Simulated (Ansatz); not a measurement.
**MoP: equation of state with PBE**

MoP:

```xyz
2
Lattice="3.2230 0.0000 0.0000 -1.6115 2.7912 0.0000 0.0000 0.0000 3.1910" Properties=species:S:1:pos:R:3 pbc="T T T"
Mo    0.0000    0.0000    0.0000
P     0.0000    1.8608    1.5955
```

```json
{
 "Program": "Ansatz 0.2.0",
 "Task": "equation of state",
 "Functional": "PBE",
 "Potentials or basis": "Ansatz PAW",
 "Cutoff": "420 eV",
 "Density cutoff": "1680 eV",
 "k mesh": "10 × 10 × 8",
 "Occupations": "fermi-dirac, width 0.05 eV",
 "Spin": "no spin polarisation"
}
```

| Quantity | Value |
| --- | --- |
| Equilibrium volume | 14.51 Å³/atom |
| Bulk modulus at fixed shape and positions | 223 GPa |
| Pressure derivative of the bulk modulus | 4.4 |

Energy against volume, from the lowest point:
```csv
volume (Å³/atom),energy (meV/atom)
13.492,56.58
13.779,27.81
14.066,9.48
14.353,0.53
14.640,0.00
14.927,7.03
15.214,20.85
```

All runs of the series together: 20 s on 1 thread of Arm Neoverse V1, on a shared host.

Caveat: the cell was scaled at fixed shape and fractional positions, which overstates the stiffness of a crystal with free parameters, most of all of layers and chains.
